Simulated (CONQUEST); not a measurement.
# Sn (Fd-3m) in CONQUEST: further runs

Runs on Sn. Level: PBE. Tasks: single point.

Program: CONQUEST 1.3. These are calculated values, not measurements. Logs are shortened: lines on timing, memory, paths and dates and some standing lists are left out, and cuts for length are marked.

## 1. Starting point

The structure is cubic, space group Fd-3m (No. 227). Conventional cell: a = 6.467 Å, b = 6.467 Å, c = 6.467 Å, α = 90.00°, β = 90.00°, γ = 90.00°. Sn (site symmetry -43m) is surrounded by 4 Sn at 2.80 Å.

This isn't the form of Sn at room conditions, which is tetragonal (white tin).

## 2. Single point, PBE

Conquest_input reads:

```
IO.Title Sn
IO.Coordinates coords.dat
IO.FractionalAtomicCoords T
IO.Iprint 2
IO.Iprint_init 1
General.NumberOfSpecies 1
General.PseudopotentialType hamann
AtomMove.TypeOfRun static
AtomMove.FullStress T
Grid.GridCutoff 120
DM.SolutionMethod diagon
Diag.MPMesh T
Diag.GammaCentred T
Diag.MPMeshX 1
Diag.MPMeshY 1
Diag.MPMeshZ 1
Diag.kT 0.00183747
minE.SCTolerance 1e-6
SC.MaxIters 100
IO.AtomChargeOutput T
%block ChemicalSpeciesLabel
1 118.710 Sn
%endblock
```

coords.dat reads:

```
    8.6410320509     0.0000000000     0.0000000000
    0.0000000000     8.6410320509     0.0000000000
    0.0000000000     0.0000000000    12.2202647181
4
  0.0000000000   0.5000000000   0.2500000000 1 T T T
  0.5000000000   0.0000000000   0.7500000000 1 T T T
  0.0000000000   0.0000000000   0.5000000000 1 T T T
  0.5000000000   0.5000000000   0.0000000000 1 T T T
```

Potentials or basis: PseudoDojo NC PBE, SZP, grid cutoff 120 Ha.

Run with:

```console
> Conquest
```

Log:

```text
Simulation cell dimensions:     8.6410 a0 x     8.6410 a0 x    12.2203 a0

      Atomic coordinates (a0)
         Atom         X         Y         Z  Species
            1    0.0000    4.3205    3.0551        1
            2    4.3205    0.0000    9.1652        1
            3    0.0000    0.0000    6.1101        1
            4    4.3205    4.3205    0.0000        1

         Monkhorst-Pack mesh:   1 x   1 x   1 gamma-centred
        This calculation includes non-local pseudopotentials,
         with a maximum core radius of      7.58370955

    Job title: Sn
    Job to be run: static calculation

[... 5 lines left out ...]
      Using Fermi-Dirac smearing

    Integration grid size:     48 x   48 x   64

    Integration grid spacing:  0.180 a0 x 0.180 a0 x 0.191 a0

    Number of species:  1
    --------------------------------------------------------
    |   #  mass (au)  Charge (e)  SF Rad (a0)  NSF  Label  |
    --------------------------------------------------------
    |   1    118.710      14.000        7.829   14  Sn     |
    --------------------------------------------------------
          SCF tolerance:                 0.00000100
          SCF iterations:               100

    The functional used will be GGA PBE96

           radial cut-off to be used is taken to be max PAO cut-off radius for this species:    7.583710

           greatest ang. mom. for making density from PAOs:  2
    Minimum blocs/proc is     2304. Maximum blocs/proc is     2304
    set_atom_dens: In set_atomic_density, electrons :      56.000000000000
 matrix_size & matrix_size_padH =           56          56

    Screened ion int: energy:    -235.421754200077 Ha

    new_SC_potl: Starting.  Tolerance:  0.10000E-05

    PulayMixSC: Starting Pulay mixing, A_up =  0.500 A_dn =  0.500
    PulayMixSC: Spin non-polarised calculation.
          Harris-Foulkes Energy            :      -314.651174989044421 Ha
          GroundState Energy (E-(1/2)TS)   :      -314.654686276193729 Ha
          Free Energy (E-TS)               :      -314.658197563343037 Ha
          DFT Total Energy                 :      -314.643271808989709 Ha
          Total number of electrons        :        55.999999999998437
    PulayMixSC: Pulay iteration     1 residual:              0.15059E-02
          Harris-Foulkes Energy            :      -314.645366065646897 Ha
          GroundState Energy (E-(1/2)TS)   :      -314.648867603008625 Ha
          Free Energy (E-TS)               :      -314.652369140370354 Ha
          DFT Total Energy                 :      -314.644572976575489 Ha
          Total number of electrons        :        56.000017175691788
    PulayMixSC: Pulay iteration     2 residual:              0.64689E-03
          Harris-Foulkes Energy            :      -314.644748663270889 Ha
          GroundState Energy (E-(1/2)TS)   :      -314.648247512197997 Ha
          Free Energy (E-TS)               :      -314.651746361125106 Ha
          DFT Total Energy                 :      -314.644743658861330 Ha
          Total number of electrons        :        56.000035732404392
    PulayMixSC: Pulay iteration     3 residual:              0.65907E-04
          Harris-Foulkes Energy            :      -314.644744494224938 Ha
          GroundState Energy (E-(1/2)TS)   :      -314.648245334688795 Ha
          Free Energy (E-TS)               :      -314.651746175152653 Ha
          DFT Total Energy                 :      -314.644744458569562 Ha
          Total number of electrons        :        56.000039476988036
    PulayMixSC: Pulay iteration     4 residual:              0.59831E-05
          Harris-Foulkes Energy            :      -314.644744518795619 Ha
          GroundState Energy (E-(1/2)TS)   :      -314.648245434220883 Ha
          Free Energy (E-TS)               :      -314.651746349646146 Ha
          DFT Total Energy                 :      -314.644744512567684 Ha
          Total number of electrons        :        56.000038815420716
    PulayMixSC: Pulay iteration     5 residual:              0.16955E-05
          Harris-Foulkes Energy            :      -314.644744497251850 Ha
          GroundState Energy (E-(1/2)TS)   :      -314.648245401945587 Ha
          Free Energy (E-TS)               :      -314.651746306639325 Ha
          DFT Total Energy                 :      -314.644744497247700 Ha
          Total number of electrons        :        56.000039496929226
    PulayMixSC: Pulay iteration     6 residual:              0.28643E-07
    PulayMixSC: Reached SCF tolerance of  0.28643E-07 after      6 iterations
      | Number of electrons      =        56.000039
      |* band energy as 2Tr[K.H] =       -41.418096503343243 Ha
      |  screened ion-ion energy =      -235.421754200076521 Ha
      |  Ha correction           =         0.009638338127381 Ha
      |  XC correction           =       -37.814532362702053 Ha
      | GS Energy as E-(1/2)TS   =      -314.648245401945587 Ha
      | Free Energy as E-TS      =      -314.651746306639325 Ha
      |* Harris-Foulkes energy   =      -314.644744497251850 Ha
      |* DFT total energy        =      -314.644744497247700 Ha
      |  estimated accuracy      =        -0.000000000004150 Ha

    force: Forces on atoms (Ha/a0)
    force:  Atom   X              Y              Z
    force:     1  -0.0000000000  -0.0000000000  -0.0000000000
    force:     2  -0.0000000000  -0.0000000000  -0.0000000000
    force:     3   0.0000000000   0.0000000000   0.0000000000
    force:     4   0.0000000000   0.0000000000  -0.0000000000

    force: Maximum force :        0.00000000(Ha/a0) on atom         3 in z direction
    force: Force Residual:        0.00000000 Ha/a0
    force: Total stress:        -38.53766196     0.00000000     0.00000000 GPa
                             0.00000000   -38.53766196    -0.00000000
                             0.00000000    -0.00000000   -31.03093420
    force: Average pressure:     36.03541937 GPa

    force: Finished force
    get_E_and_F: Change in energy during last step of electronic optimisation:  0.21544E-07

    BIBLIOGRAPHY: Please consider citing the following references in the conquest.bib file

    CONQUEST:         Bowler2002pt, Miyazaki2004, Nakata2020
    Basis:            Bowler2019
    DM:               Bowler:2006xr
    Pseudopotentials: Hamann2013, Bowler2019
    XC functional:    Perdew1996
```

Wall time 17 s (1 thread of Intel Xeon 6975P-C (Granite Rapids), shared host); peak memory 0.7 GiB.

These settings aren't checked as converged: the numbers below hold their error.

Results:

- Free energy: -8562.1102 eV
- Pressure: 36.0 GPa

Caveat: the k mesh is coarse (spacing up to 1.37 Å⁻¹), so the values aren't converged; the atomic basis is small; the mesh shows a gap though the element is a metal; the result breaks the symmetry of the cell; a pressure of tens of GPa on the cell as given is suspect, and the run, the potentials or the cell itself is likely at fault; the basis of atomic orbitals isn't converged, which shifts pressures, moduli and gaps; the real-space grid breaks the cell's symmetry a little.

## 3. Single point, PBE

Conquest_input, as its differences from that of step 2:

```diff
@@ -13,4 +13,4 @@
 Diag.GammaCentred T
-Diag.MPMeshX 1
-Diag.MPMeshY 1
+Diag.MPMeshX 2
+Diag.MPMeshY 2
 Diag.MPMeshZ 1
```

coords.dat is that of step 2.

Potentials or basis: PseudoDojo NC PBE, SZP, grid cutoff 120 Ha.

Run with:

```console
> Conquest
```

Log:

```text
Simulation cell dimensions:     8.6410 a0 x     8.6410 a0 x    12.2203 a0

      Atomic coordinates (a0)
         Atom         X         Y         Z  Species
            1    0.0000    4.3205    3.0551        1
            2    4.3205    0.0000    9.1652        1
            3    0.0000    0.0000    6.1101        1
            4    4.3205    4.3205    0.0000        1

         Monkhorst-Pack mesh:   2 x   2 x   1 gamma-centred
        This calculation includes non-local pseudopotentials,
         with a maximum core radius of      7.58370955

    Job title: Sn
    Job to be run: static calculation

[... 5 lines left out ...]
      Using Fermi-Dirac smearing

    Integration grid size:     48 x   48 x   64

    Integration grid spacing:  0.180 a0 x 0.180 a0 x 0.191 a0

    Number of species:  1
    --------------------------------------------------------
    |   #  mass (au)  Charge (e)  SF Rad (a0)  NSF  Label  |
    --------------------------------------------------------
    |   1    118.710      14.000        7.829   14  Sn     |
    --------------------------------------------------------
          SCF tolerance:                 0.00000100
          SCF iterations:               100

    The functional used will be GGA PBE96

           radial cut-off to be used is taken to be max PAO cut-off radius for this species:    7.583710

           greatest ang. mom. for making density from PAOs:  2
    Minimum blocs/proc is     2304. Maximum blocs/proc is     2304
    set_atom_dens: In set_atomic_density, electrons :      56.000000000000
 matrix_size & matrix_size_padH =           56          56

    Screened ion int: energy:    -235.421754200077 Ha

    new_SC_potl: Starting.  Tolerance:  0.10000E-05

    PulayMixSC: Starting Pulay mixing, A_up =  0.500 A_dn =  0.500
    PulayMixSC: Spin non-polarised calculation.
          Harris-Foulkes Energy            :      -315.083117053877629 Ha
          GroundState Energy (E-(1/2)TS)   :      -315.083994876528436 Ha
          Free Energy (E-TS)               :      -315.084872699179186 Ha
          DFT Total Energy                 :      -315.068318275454317 Ha
          Total number of electrons        :        55.999999999998437
    PulayMixSC: Pulay iteration     1 residual:              0.13556E-02
          Harris-Foulkes Energy            :      -315.073751794923282 Ha
          GroundState Energy (E-(1/2)TS)   :      -315.074627834357898 Ha
          Free Energy (E-TS)               :      -315.075503873792570 Ha
          DFT Total Energy                 :      -315.072616550711530 Ha
          Total number of electrons        :        56.000042273688649
    PulayMixSC: Pulay iteration     2 residual:              0.50638E-03
          Harris-Foulkes Energy            :      -315.073017331710275 Ha
          GroundState Energy (E-(1/2)TS)   :      -315.073891153287605 Ha
          Free Energy (E-TS)               :      -315.074764974864934 Ha
          DFT Total Energy                 :      -315.073034872560925 Ha
          Total number of electrons        :        56.000073564929764
    PulayMixSC: Pulay iteration     3 residual:              0.10880E-03
          Harris-Foulkes Energy            :      -315.073037510879487 Ha
          GroundState Energy (E-(1/2)TS)   :      -315.073910798619011 Ha
          Free Energy (E-TS)               :      -315.074784086358477 Ha
          DFT Total Energy                 :      -315.073037401874785 Ha
          Total number of electrons        :        56.000082974152953
    PulayMixSC: Pulay iteration     4 residual:              0.49508E-05
          Harris-Foulkes Energy            :      -315.073037433526054 Ha
          GroundState Energy (E-(1/2)TS)   :      -315.073910807625339 Ha
          Free Energy (E-TS)               :      -315.074784181724681 Ha
          DFT Total Energy                 :      -315.073037380174014 Ha
          Total number of electrons        :        56.000081937491345
    PulayMixSC: Pulay iteration     5 residual:              0.20575E-05
          Harris-Foulkes Energy            :      -315.073037602202703 Ha
          GroundState Energy (E-(1/2)TS)   :      -315.073910979148252 Ha
          Free Energy (E-TS)               :      -315.074784356093801 Ha
          DFT Total Energy                 :      -315.073037601715896 Ha
          Total number of electrons        :        56.000082358630202
    PulayMixSC: Pulay iteration     6 residual:              0.19355E-06
    PulayMixSC: Reached SCF tolerance of  0.19355E-06 after      6 iterations
      | Number of electrons      =        56.000082
      |* band energy as 2Tr[K.H] =       -43.236138493626804 Ha
      |  screened ion-ion energy =      -235.421754200076521 Ha
      |  Ha correction           =         1.451123862034516 Ha
      |  XC correction           =       -37.866265171949244 Ha
      | GS Energy as E-(1/2)TS   =      -315.073910979148252 Ha
      | Free Energy as E-TS      =      -315.074784356093801 Ha
      |* Harris-Foulkes energy   =      -315.073037602202703 Ha
      |* DFT total energy        =      -315.073037601715896 Ha
      |  estimated accuracy      =        -0.000000000486807 Ha

    force: Forces on atoms (Ha/a0)
    force:  Atom   X              Y              Z
    force:     1   0.0000000000   0.0000000000  -0.0000000000
    force:     2  -0.0000000000  -0.0000000000  -0.0000000000
    force:     3   0.0000000000  -0.0000000000  -0.0000000000
    force:     4   0.0000000000   0.0000000000  -0.0000000000

    force: Maximum force :        0.00000000(Ha/a0) on atom         1 in z direction
    force: Force Residual:        0.00000000 Ha/a0
    force: Total stress:        -11.96120621     0.00000000     0.00000000 GPa
                             0.00000000   -11.96120621     0.00000000
                             0.00000000     0.00000000   -10.54332697
    force: Average pressure:     11.48857980 GPa

    force: Finished force
    get_E_and_F: Change in energy during last step of electronic optimisation: -0.16868E-06

    BIBLIOGRAPHY: Please consider citing the following references in the conquest.bib file

    CONQUEST:         Bowler2002pt, Miyazaki2004, Nakata2020
    Basis:            Bowler2019
    DM:               Bowler:2006xr
    Pseudopotentials: Hamann2013, Bowler2019
    XC functional:    Perdew1996
```

Wall time 19 s (1 thread of Intel Xeon 6975P-C (Granite Rapids), shared host); peak memory 0.7 GiB.

These settings aren't checked as converged: the numbers below hold their error.

What came out:

```yaml
Free_energy: -8573.6217 eV
Pressure: 11.5 GPa
Band_gap_on_the_k_mesh: none (metal or under the smearing width)
```

Caveat: the k mesh is coarse (spacing up to 0.97 Å⁻¹), so the values aren't converged; the atomic basis is small; the basis of atomic orbitals isn't converged, which shifts pressures, moduli and gaps; the real-space grid breaks the cell's symmetry a little.

## 4. Single point, PBE

Conquest_input, as its differences from that of step 3:

```diff
@@ -15,3 +15,3 @@
 Diag.MPMeshY 2
-Diag.MPMeshZ 1
+Diag.MPMeshZ 2
 Diag.kT 0.00183747
```

coords.dat is that of step 3.

Run with:

```console
> Conquest
```

Wall time 19 s (1 thread of Intel Xeon 6975P-C (Granite Rapids), shared host); peak memory 0.7 GiB.

The run converged, but some of its settings lie outside the range that counts as converged, so its numbers aren't taken as properties of the crystal.

Results:

- Free energy: -8573.6827 eV
- Pressure: 9.6 GPa
- Band gap on the k mesh: none (metal or under the smearing width)

Caveat: the k mesh is coarse (spacing up to 0.69 Å⁻¹), so the values aren't converged; the atomic basis is small; the result breaks the symmetry of the cell; the basis of atomic orbitals isn't converged, which shifts pressures, moduli and gaps; the real-space grid breaks the cell's symmetry a little.

## 5. The reference run

An earlier run on the cell as given: functional PBE; potentials or basis PseudoDojo NC PBE, DZP, grid cutoff 120 Ha; k mesh 6 × 6 × 4; occupations fermi-dirac, width 0.05 eV; no spin polarisation.

* Pressure: 3.7 GPa
* Band gap on the k mesh: none (metal or under the smearing width)
